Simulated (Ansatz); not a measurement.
# HfO2 (Fm-3m) in Ansatz: further runs

Aim: see how the results for HfO2 move with the level of theory and the settings. Levels: PBEsol+D3(BJ)+ATM, PBE+D4+U. Tasks: single point, equation of state, relaxation of the atoms.

Program: Ansatz 0.2.0. These are calculated values, not measurements. Logs are shortened: lines on timing, memory, paths and dates and some standing lists are left out, and cuts for length are marked.

## 1. The crystal as given

It takes space group Fm-3m (No. 225, cubic). The conventional cell has a = 5.115 Å, b = 5.115 Å, c = 5.115 Å, α = 90.00°, β = 90.00°, γ = 90.00°. Hf (site symmetry m-3m) is surrounded by 8 O at 2.21 Å. O (site symmetry -43m) is surrounded by 4 Hf at 2.21 Å.

Measurements of this composition are mostly on another form, of space group No. 14.

## 2. Single point, PBEsol+D3(BJ)+ATM, collinear spin, program default start, total moment locked, 10.48 Å³/atom (volume scaled by 0.94)

File input.yaml:

```yaml
crystal:
  lattice:
    - [0.0, 2.505291473, 2.505291473]
    - [2.505291473, 0.0, 2.505291473]
    - [2.505291473, 2.505291473, 0.0]
  atoms:
    - { symbol: Hf, position: [0.0, 0.0, 0.0] }
    - { symbol: O, position: [0.75, 0.75, 0.75] }
    - { symbol: O, position: [0.25, 0.25, 0.25] }
kpoints:
  mp_grid: { grid: [9, 9, 9] }
scf:
  occupations: { method: fermi_dirac, width: 0.05 }
hamiltonian:
  xc: pbesol
  dispersion: d3bjatm
  pseudopotentials: { kind: all_electron, lapw: { basis_error: 0.001 } }
magnetization:
  spin_polarized: true
  initial_magnetization: 0.0
  spin_locking: { lock_magnetization: hard }
output:
  forces: true
  stress: true
  eigenvalues: true
```

Potentials or basis: all-electron LAPW, scalar-relativistic.

Launch:

```bash
ansatz run input.yaml --threads 2 --pin off --max-ram 5120MiB --backend cpu --events-out ev --progress --plain --runs-dir out
```

Standard output:

```text
Warning: RAYON_NUM_THREADS=2 ignored (pool sized by the plan → 2); use --threads N
LAPW: plane waves up to 10.108 Å⁻¹, error target 1.0e-3 eV per atom; small_component_spin mean_spin; O in spheres of 0.930 Å, 8 of its electrons in bands, Dirac shells []; Hf in spheres of 1.240 Å, 44 of its electrons in bands, Dirac shells [] (how accurate: hamiltonian.pseudopotentials.lapw.basis_error, Limitations)
Engine: ansatz 0.2.0, aarch64-unknown-linux-gnu
Pseudopotentials: kind: all_electron
Pseudopotential: Hf, LAPW, valence charge 44, lapw/all_electron/scalar/gaussian/Hf, Koelling and Harmon's equation, gaussian nucleus
Pseudopotential: O, LAPW, valence charge 8, lapw/all_electron/scalar/gaussian/O, Koelling and Harmon's equation, gaussian nucleus
Functional definition: PBEsol
  exchange = pbesol_x
  correlation = pbesol_c
Crystal: 3 atoms, lattice volume = 31.449 Å³
Basis set: ecut = 389.2736744493087 eV, 537 PW (Γ), exchange–correlation at level 2
Bands: 36, of which v1, the nominal top of the filled ones, is band 30 counted from 1 (29 counted from 0)
Symmetry: 48 space group operations
Space group: Fm-3m (ITA 225), of the structure as read, at distance tolerance 3.2e-5 Å
k-points: 35 of 729
Non-local potential: Hf, projectors of the file, none
Non-local potential: O, projectors of the file, none
Initial density: superposition of atomic densities (chi_scale 0.1, normalization cell, long waves kept (reshape's long-wave potential 0.00 eV rms))
Initial wavefunctions: plane waves of lowest kinetic energy (no species holds an atomic orbital)
Functional: x = pbesol(κ = 0.804, μ = 0.12345679012345678), c = pbesol(β = 0.046)
iter 1 solved again at ethr=1.18e-2 eV; its pass at ethr=1.00e-1 eV (dr2=7.07e0 eV) is discarded
SCF iter   1: F=—  HF=-414220.425187 eV  |F-HF|=—  |Δ(HF+E_count)|=         —  Δρ=7.12e-2 (↑7.12e-2 ↓7.12e-2)  dr2=7.07e0  dr2_m=0.00e0  M=0.000 μB ∫|m|=0.000 μB  β_m=0.30  ethr=1.18e-2  ⟨swp⟩=2.0  Hψ=7810  notcnv=0
preconditioner: auto → none  [insulator: Δε(μ)=6.875 eV  Ē_g=19.725 eV  σ=0.050 eV  W_gap=1.00  n_scr=14 (ndim 8)  ℏωp=39.7 eV  f_vac=0.044  D(μ)=0.00/eV (n_scr^D=0)  ε∞_Penn≈5.1]
iter 2 solved again at ethr=8.19e-4 eV; its pass at ethr=1.18e-2 eV (dr2=4.91e-1 eV) is discarded
SCF iter   2: F=—  HF=-414216.648517 eV  |F-HF|=—  |Δ(HF+E_count)|=    3.78e0  Δρ=1.89e-2 (↑1.89e-2 ↓1.89e-2)  dr2=4.91e-1  dr2_m=0.00e0  M=0.000 μB ∫|m|=0.000 μB  β_m=0.32  ethr=8.19e-4  ⟨swp⟩=2.0  Hψ=6405  notcnv=0
SCF iter   3: F=—  HF=-414216.543041 eV  |F-HF|=—  |Δ(HF+E_count)|=         —  Δρ=9.34e-3 (↑9.34e-3 ↓9.34e-3)  dr2=1.07e-1  dr2_m=0.00e0  M=0.000 μB ∫|m|=0.000 μB  β_m=0.49  ethr=8.19e-4  ⟨swp⟩=2.0  Hψ=3861  notcnv=0
the basis was enlarged: its passes take 850.5 KiB over the memory plan, 2 of 2 planned eigensolver slots
SCF iter   4: F=—  HF=-414216.525467 eV  |F-HF|=—  |Δ(HF+E_count)|=   1.76e-2  Δρ=2.65e-3 (↑2.65e-3 ↓2.65e-3)  dr2=8.94e-3  dr2_m=0.00e0  M=0.000 μB ∫|m|=0.000 μB  β_m=0.45  ethr=1.78e-4  ⟨swp⟩=2.0  Hψ=3963  notcnv=0
SCF iter   5: F=—  HF=-414216.520012 eV  |F-HF|=—  |Δ(HF+E_count)|=   5.46e-3  Δρ=4.62e-4 (↑4.62e-4 ↓4.62e-4)  dr2=2.58e-4  dr2_m=0.00e0  M=0.000 μB ∫|m|=0.000 μB  β_m=0.57  ethr=1.49e-5  ⟨swp⟩=2.0  Hψ=3815  notcnv=0
SCF iter   6: F=—  HF=-414216.520074 eV  |F-HF|=—  |Δ(HF+E_count)|=   6.20e-5  Δρ=1.69e-4 (↑1.69e-4 ↓1.69e-4)  dr2=3.48e-5  dr2_m=0.00e0  M=0.000 μB ∫|m|=0.000 μB  β_m=0.71  ethr=4.30e-7  ⟨swp⟩=3.0  Hψ=3971  notcnv=0
SCF iter   7: F=—  HF=-414216.520056 eV  |F-HF|=—  |Δ(HF+E_count)|=   1.79e-5  Δρ=1.42e-5 (↑1.42e-5 ↓1.42e-5)  dr2=9.03e-8  dr2_m=0.00e0  M=0.000 μB ∫|m|=0.000 μB  β_m=0.81  ethr=5.80e-8  ⟨swp⟩=2.0  Hψ=3815  notcnv=0
SCF iter   8: F=-414216.520056 eV  HF=-414216.520056 eV  |F-HF|=6.87e-9  |Δ(HF+E_count)|=   1.11e-7  Δρ=2.97e-6 (↑2.97e-6 ↓2.97e-6)  dr2=7.95e-9  dr2_m=0.00e0  M=0.000 μB ∫|m|=0.000 μB  ethr=1.51e-10  ⟨swp⟩=3.0  Hψ=4019  notcnv=0
SCF 1 converged in 8 iterations: F = -414216.520056 eV  dr2 = 7.95e-9
SCF converged after 8 iterations
Stability checked in part: among states of this total moment a probe did not find this state unstable; a lower state of another moment was not looked for (fixed_total_moment; see scf.lower_state_search)
Magnetization: 0.0000 μB (30.0000 up, 30.0000 down)
Absolute magnetization: 0.0000 μB (∫|ρ↑−ρ↓|)
Spin contamination: 0.0000 ħ² per cell (⟨S²⟩ above its minimum at these occupations)
Per-site moments (μB) at R_I (Å): [(0.0, 1.2399499563577485), (0.0, 0.929696070814542), (0.0, 0.929696070814542)]
Free energy (F): -414216.520056 eV
Harris-Foulkes:  -414216.520056 eV  (|F-HF|=6.87e-9)
Internal energy: -414216.520056 eV  (E = F + TS)
E sigma→0 (E₀):  -414216.520056 eV
Fermi energy:    18.791719 (↑ 18.791719, ↓ 18.791719) eV
--- Per-component energies (eV) ---
  E_band       = -6789.716347
  E_kinetic    = 460385.645408
  E_xc         = -8746.211476
  E_electrostatic = -865855.306302  (all electrons and nuclei)
  E_disp       = -0.647686  (pairwise vdW)
  E_smearing   = -0.000000  (= −TS)
  E_closure    = 0.000000  (closes the sum)
  E_atoms      = -414187.077045  (free atoms, spherical and without spin; not in F)
  Σ components = -414216.520056   (vs F -414216.520056, Δ=0.00e0)
  Basis errors (estimates in eV, not in F): energy 3.6e-4 per atom: plane waves 3.3e-4 (1.9e-4 summed), levels above the bands 3.4e-93, relativity 4.6e-8, radial functions 3.3e-5, core shells 1.4e-12; eigenvalues (radial functions only) 1.8e-6; not estimated: angular momenta, meshes, grids; target (lapw.basis_error) 1.0e-3; muffin-tin radii O 0.930 Å, Hf 1.240 Å
--- Forces (eV/Å), atoms counted from 1 ---
  atom   1  Hf    -0.00000000    -0.00000000     0.00000000
  atom   2  O      0.00000000    -0.00000000     0.00000000
  atom   3  O     -0.00000000    -0.00000000    -0.00000000
  max |Σ_I F_I| component: 1.27e-17 eV/Å
--- Stress (GPa, compression-positive) ---
        2.468362       0.000000      -0.000000
        0.000000       2.468362       0.000000
       -0.000000       0.000000       2.468362
  P = ⅓ Tr σ = 2.4684 GPa (24.684 kbar)
--- Band table (eV; the first three rows and the last of 70) ---
  k-point 0 ↑: bands = ["-488.0552", "-485.4317", "-485.4317", "-354.9518", "-354.9518", "-354.9518", "-183.0642", "-183.0642", "-183.0388", "-183.0388", "-183.0388", "-43.9075", "-12.4769", "-12.4769", "-12.4769", "-2.0528", "1.0262", "6.1823", "6.1823", "6.1823", "6.2581", "6.2581", "6.2581", "6.4910", "11.2252", "11.2252", "11.2252", "16.2659", "16.2659", "16.2659", "20.7503", "20.7503", "22.7700", "27.7692", "27.7692", "27.7692"]
  k-point 1 ↑: bands = ["-488.0552", "-485.4317", "-485.4317", "-354.9518", "-354.9518", "-354.9518", "-183.0642", "-183.0642", "-183.0388", "-183.0388", "-183.0388", "-43.9055", "-12.5441", "-12.4840", "-12.4840", "-1.8690", "0.8982", "6.1854", "6.1854", "6.1856", "6.2524", "6.2524", "6.2583", "6.4446", "11.3554", "11.3554", "11.6046", "15.8827", "16.0125", "16.0125", "21.0136", "21.0136", "23.2710", "27.1221", "27.5273", "27.5273"]
  k-point 2 ↑: bands = ["-488.0552", "-485.4317", "-485.4317", "-354.9518", "-354.9518", "-354.9518", "-183.0642", "-183.0642", "-183.0388", "-183.0388", "-183.0388", "-43.9003", "-12.7075", "-12.5020", "-12.5020", "-1.4145", "0.6206", "6.1922", "6.1922", "6.1965", "6.2404", "6.2404", "6.2586", "6.3583", "11.6870", "11.6870", "12.5123", "15.0656", "15.5176", "15.5176", "21.4659", "21.4659", "23.9773", "26.3810", "27.0588", "27.0588"]
  k-point 34 ↓: bands = ["-488.0552", "-485.4317", "-485.4317", "-354.9518", "-354.9518", "-354.9518", "-183.0642", "-183.0642", "-183.0388", "-183.0388", "-183.0388", "-43.8847", "-12.8750", "-12.7939", "-12.6204", "0.0316", "0.0677", "6.2053", "6.2114", "6.2163", "6.2192", "6.2254", "6.2445", "6.2529", "11.2842", "11.7507", "13.9205", "14.3576", "15.4711", "16.5349", "21.6628", "22.1418", "24.2508", "24.4168", "25.5594", "29.5057"]
```

Run time: 36 s. Hardware: 2 threads of Arm Neoverse V1, shared host; peak memory 0.54 GiB.

What came out:

```
Free energy     : -414216.5201 eV
Absolute moment : 0.00 μB per cell
```

Caveat: the total moment is fixed, so each spin has its own Fermi level.

## 3. Single point, PBEsol+D3(BJ)+ATM, collinear spin, program default start, total moment locked, 10.71 Å³/atom (volume scaled by 0.96)

input.yaml: that of step 2 with these lines changed.

```diff
@@ -2,5 +2,5 @@
   lattice:
-    - [0.0, 2.505291473, 2.505291473]
-    - [2.505291473, 0.0, 2.505291473]
-    - [2.505291473, 2.505291473, 0.0]
+    - [0.0, 2.522934952, 2.522934952]
+    - [2.522934952, 0.0, 2.522934952]
+    - [2.522934952, 2.522934952, 0.0]
   atoms:
```

Potentials or basis: all-electron LAPW, scalar-relativistic.

Launch:

```bash
ansatz run input.yaml --threads 2 --pin off --max-ram 5120MiB --backend cpu --events-out ev --progress --plain --runs-dir out
```

It took 35 s on 2 threads of Arm Neoverse V1, shared host; peak memory 0.54 GiB.

It converged, with:

| Item | Value |
| --- | --- |
| Free energy | -414216.5182 eV |
| Absolute moment | 0.00 μB per cell |

Caveat: the total moment is fixed, so each spin has its own Fermi level.

## 4. Single point, PBEsol+D3(BJ)+ATM, collinear spin, program default start, total moment locked, 10.93 Å³/atom (volume scaled by 0.98)

input.yaml: that of step 3 with these lines changed.

```diff
@@ -2,5 +2,5 @@
   lattice:
-    - [0.0, 2.522934952, 2.522934952]
-    - [2.522934952, 0.0, 2.522934952]
-    - [2.522934952, 2.522934952, 0.0]
+    - [0.0, 2.5403350533, 2.5403350533]
+    - [2.5403350533, 0.0, 2.5403350533]
+    - [2.5403350533, 2.5403350533, 0.0]
   atoms:
```

Launch:

```bash
ansatz run input.yaml --threads 2 --pin off --max-ram 5120MiB --backend cpu --events-out ev --progress --plain --runs-dir out
```

Run time: 33 s. Hardware: 2 threads of Arm Neoverse V1, shared host; peak memory 0.53 GiB.

It converged, with:

* Free energy: -414216.4939 eV
* Absolute moment: 0.00 μB per cell

Caveat: the total moment is fixed, so each spin has its own Fermi level.

## 5. Single point, PBEsol+D3(BJ)+ATM, collinear spin, program default start, total moment locked, 11.15 Å³/atom

input.yaml: that of step 4 with these lines changed.

```diff
@@ -2,5 +2,5 @@
   lattice:
-    - [0.0, 2.5403350533, 2.5403350533]
-    - [2.5403350533, 0.0, 2.5403350533]
-    - [2.5403350533, 2.5403350533, 0.0]
+    - [0.0, 2.5575, 2.5575]
+    - [2.5575, 0.0, 2.5575]
+    - [2.5575, 2.5575, 0.0]
   atoms:
```

Launch:

```bash
ansatz run input.yaml --threads 2 --pin off --max-ram 5120MiB --backend cpu --events-out ev --progress --plain --runs-dir out
```

Wall time 29 s (2 threads of Arm Neoverse V1, shared host); peak memory 0.5 GiB.

It converged, with:

| Property | Result |
| --- | --- |
| Free energy | -414216.4494 eV |
| Absolute moment | 0.00 μB per cell |

Caveat: the total moment is fixed, so each spin has its own Fermi level.

## 6. Single point, PBEsol+D3(BJ)+ATM, collinear spin, program default start, total moment locked, 11.38 Å³/atom (volume scaled by 1.02)

input.yaml: that of step 5 with these lines changed.

```diff
@@ -2,5 +2,5 @@
   lattice:
-    - [0.0, 2.5575, 2.5575]
-    - [2.5575, 0.0, 2.5575]
-    - [2.5575, 2.5575, 0.0]
+    - [0.0, 2.5744375797, 2.5744375797]
+    - [2.5744375797, 0.0, 2.5744375797]
+    - [2.5744375797, 2.5744375797, 0.0]
   atoms:
```

Potentials or basis: all-electron LAPW, scalar-relativistic.

Launch:

```bash
ansatz run input.yaml --threads 2 --pin off --max-ram 5120MiB --backend cpu --events-out ev --progress --plain --runs-dir out
```

Wall time 27 s (2 threads of Arm Neoverse V1, shared host); peak memory 0.5 GiB.

Results (log left out):

- Free energy: -414216.3868 eV
- Absolute moment: 0.00 μB per cell

Caveat: the total moment is fixed, so each spin has its own Fermi level.

## 7. Single point, PBEsol+D3(BJ)+ATM, collinear spin, program default start, total moment locked, 11.60 Å³/atom (volume scaled by 1.04)

input.yaml: that of step 6 with these lines changed.

```diff
@@ -2,5 +2,5 @@
   lattice:
-    - [0.0, 2.5744375797, 2.5744375797]
-    - [2.5744375797, 0.0, 2.5744375797]
-    - [2.5744375797, 2.5744375797, 0.0]
+    - [0.0, 2.5911551753, 2.5911551753]
+    - [2.5911551753, 0.0, 2.5911551753]
+    - [2.5911551753, 2.5911551753, 0.0]
   atoms:
```

Launch:

```bash
ansatz run input.yaml --threads 2 --pin off --max-ram 5120MiB --backend cpu --events-out ev --progress --plain --runs-dir out
```

Run time: 27 s. Hardware: 2 threads of Arm Neoverse V1, shared host; peak memory 0.5 GiB.

The run converged. Its results:

| Item | Value |
| --- | --- |
| Free energy | -414216.3080 eV |
| Absolute moment | 0.00 μB per cell |

Caveat: the total moment is fixed, so each spin has its own Fermi level.

## 8. Single point, PBEsol+D3(BJ)+ATM, collinear spin, program default start, total moment locked, 11.82 Å³/atom (volume scaled by 1.06)

input.yaml: that of step 7 with these lines changed.

```diff
@@ -2,5 +2,5 @@
   lattice:
-    - [0.0, 2.5911551753, 2.5911551753]
-    - [2.5911551753, 0.0, 2.5911551753]
-    - [2.5911551753, 2.5911551753, 0.0]
+    - [0.0, 2.6076597933, 2.6076597933]
+    - [2.6076597933, 0.0, 2.6076597933]
+    - [2.6076597933, 2.6076597933, 0.0]
   atoms:
```

Launch:

```bash
ansatz run input.yaml --threads 2 --pin off --max-ram 5120MiB --backend cpu --events-out ev --progress --plain --runs-dir out
```

Wall time 26 s (2 threads of Arm Neoverse V1, shared host); peak memory 0.5 GiB.

It converged, with:

- Free energy: -414216.2147 eV
- Absolute moment: 0.00 μB per cell

Caveat: the total moment is fixed, so each spin has its own Fermi level.

## 9. Equation of state, PBEsol+D3(BJ)+ATM, collinear spin, zero start, total moment locked

Potentials or basis: all-electron LAPW, scalar-relativistic.

No new run: the results of the series are fitted here.

What came out:

```
Equilibrium volume                      : 10.58 Å³/atom
Bulk modulus                            : 272 GPa
Pressure derivative of the bulk modulus : 4.2
```

Energy against volume, from the lowest point:
```
volume (Å³/atom)  energy (meV/atom)
          10.483               0.00
          10.706               0.61
          10.929               8.72
          11.152              23.56
          11.375              44.42
          11.598              70.69
          11.821             101.78
```

Caveat: the total moment is fixed, so each spin has its own Fermi level.

## 10. Relaxation of the atoms, PBE+D4+U, collinear spin, ferromagnetic start (cell strained at random at fixed volume)

File input.yaml:

```yaml
crystal:
  lattice:
    - [0.044925, 2.56089, 2.594978]
    - [2.596004, 0.049964, 2.589938]
    - [2.595318, 2.555165, 0.050649]
  atoms:
    - { symbol: Hf, position: [0.0, 0.0, 0.0], spin: 0.5 }
    - { symbol: O, position: [0.75, 0.75, 0.75] }
    - { symbol: O, position: [0.25, 0.25, 0.25] }
kpoints:
  mp_grid: { grid: [7, 7, 7] }
scf:
  occupations: { method: fermi_dirac, width: 0.1 }
hamiltonian:
  xc: pbe
  dispersion: d4
  pseudopotentials: { kind: all_electron, lapw: { basis_error: 0.001 } }
  hubbard:
    occupation_matrices:
      s0_up:
        matrix:
          - [0.739913, -0.129148, 0.213327, 0.330592, -0.036915]
          - [-0.129148, 0.662588, -0.122956, 0.271609, 0.313682]
          - [0.213327, -0.122956, 0.562549, -0.203838, 0.352577]
          - [0.330592, 0.271609, -0.203838, 0.489317, -0.07532]
          - [-0.036915, 0.313682, 0.352577, -0.07532, 0.525633]
      s0_down:
        matrix:
          - [0.02, 0.0, 0.0, 0.0, 0.0]
          - [0.0, 0.02, 0.0, 0.0, 0.0]
          - [0.0, 0.0, 0.02, 0.0, 0.0]
          - [0.0, 0.0, 0.0, 0.02, 0.0]
          - [0.0, 0.0, 0.0, 0.0, 0.02]
    sites:
      - { site: 0, l: d, u_eff: 3.5, starting_ns: [{ spin: up, occupation_matrix: s0_up }, { spin: down, occupation_matrix: s0_down }] }
    double_counting: fll
    projectors: ortho-atomic
magnetization:
  spin_polarized: true
output:
  forces: true
  stress: true
  hubbard: {}
relax:
  f_tol: 0.01
  max_steps: 60
```

Launch:

```bash
ansatz run input.yaml --threads 2 --pin off --max-ram 5120MiB --backend cpu --events-out ev --progress --plain --runs-dir out
```

Run time: 8.2 min. Hardware: 2 threads of Arm Neoverse V1, shared host; peak memory 1.6 GiB.

Results (log left out):

```yaml
Free_energy: -414349.9557 eV
Energy_gained_by_relaxing: 0.6 meV/atom
Ionic_steps: 4
Pressure_after_relaxing: -0.5 GPa
Band_gap_on_the_k_mesh: 4.40 eV, indirect (least direct gap 4.55 eV)
Net_moment: 0.00 μB per cell
Absolute_moment: 0.00 μB per cell
```

Stress tensor (GPa, compression positive):
```
-3.22 -1.25 -1.30
-1.25  3.83 -1.60
-1.30 -1.60 -2.15
```

The path:
| step | energy change (eV) | largest force (eV/Å) |
| --- | --- | --- |
| 1 | 0.0000 | 0.1870 |
| 2 | -0.0019 | 0.0352 |
| 3 | -0.0019 | 0.0003 |
| 4 | -0.0019 | 0.0003 |

Final structure:
```cif
data_structure
_symmetry_space_group_name_H-M 'P 1'
_symmetry_Int_Tables_number 1
_cell_length_a 3.6461
_cell_length_b 3.6674
_cell_length_c 3.6424
_cell_angle_alpha 58.416
_cell_angle_beta 59.244
_cell_angle_gamma 58.607
_cell_volume 33.46
loop_
_atom_site_label
_atom_site_type_symbol
_atom_site_fract_x
_atom_site_fract_y
_atom_site_fract_z
_atom_site_occupancy
Hf1 Hf 0.00000 0.00000 0.00000 1
O1 O 0.75067 0.75134 0.75136 1
O2 O 0.24933 0.24866 0.24864 1
```

Levels at points of the mesh, in eV from the valence-band top:
Spin up:
| k point | band 28 | band 29 | band 30 | band 31 | band 32 | band 33 |
| --- | --- | --- | --- | --- | --- | --- |
| (0.00, 0.00, 0.00) | -0.72 | -0.68 | -0.50 | 4.63 | 4.75 | 5.39 |
Spin down:
| k point | band 26 | band 27 | band 28 | band 29 | band 30 | band 31 | band 32 | band 33 | band 34 | band 35 |
| --- | --- | --- | --- | --- | --- | --- | --- | --- | --- | --- |
| (0.00, 0.00, 0.00) | -5.06 | -5.05 | -0.72 | -0.68 | -0.50 | 4.63 | 4.75 | 5.39 | 10.19 | 10.36 |

Caveat: the typed start of the occupations wasn't kept; spin-orbit coupling is left out, which moves the levels of the heavy elements; an odd mesh through Γ misses points on the zone boundary, where band edges often lie; the starting moments weren't kept.
